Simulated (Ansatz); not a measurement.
A run of Ansatz 0.2.0 is set up as follows.

input.yaml

```yaml
crystal:
  lattice:
    - [0.0, 3.2333428, 3.2333428]
    - [3.2333428, 0.0, 3.2333428]
    - [3.2333428, 3.2333428, 0.0]
  atoms:
    - { symbol: Sn, position: [0.75, 0.75, 0.75] }
    - { symbol: Sn, position: [0.5, 0.5, 0.5] }
kpoints:
  mp_grid: { grid: [7, 7, 7] }
  band_path:
    path:
      - [0.0, 0.0, 0.0]
      - [0.5, 0.0, 0.5]
      - [0.5, 0.25, 0.75]
      - [0.375, 0.375, 0.75]
      - [0.0, 0.0, 0.0]
      - [0.5, 0.5, 0.5]
      - [0.625, 0.25, 0.625]
      - [0.5, 0.25, 0.75]
    npoints: 12
scf:
  occupations: { method: fermi_dirac, width: 0.05 }
hamiltonian:
  xc: pbesol
  pseudopotentials: { kind: all_electron, lapw: { basis_error: 0.001 } }
output:
  forces: true
  stress: true
  eigenvalues: true
```

Potentials or basis: all-electron LAPW, scalar-relativistic.

The run is started by

```console
$ ansatz run input.yaml --threads 1 --pin off --max-ram 3072MiB --backend cpu --events-out ev --progress --plain --runs-dir out
```

Predict the pressure.

1.5 GPa.

Estimate the band gap along the path.

none (metal or under the smearing width).

Levels at the corners of the path, in eV from the Fermi level:
```tsv
point	band 19	band 20	band 21	band 22	band 23	band 24	band 25	band 26
Γ	-10.64	-0.56	0.15	0.15	0.15	2.21	2.21	2.21
X	-7.51	-7.51	-2.44	-2.44	0.81	0.81	7.84	7.84
W	-7.44	-7.44	-3.05	-3.05	3.49	3.49	4.04	4.04
K	-7.91	-7.02	-3.39	-2.08	1.10	3.40	5.82	6.09
Γ	-10.64	-0.56	0.15	0.15	0.15	2.21	2.21	2.21
L	-8.99	-6.30	-1.08	-1.08	0.02	3.28	3.28	5.57
U	-7.91	-7.02	-3.39	-2.08	1.10	3.40	5.82	6.09
W	-7.44	-7.44	-3.05	-3.05	3.49	3.49	4.04	4.04
```

Caveat: spin-orbit coupling is left out, which moves the levels of the heavy elements.
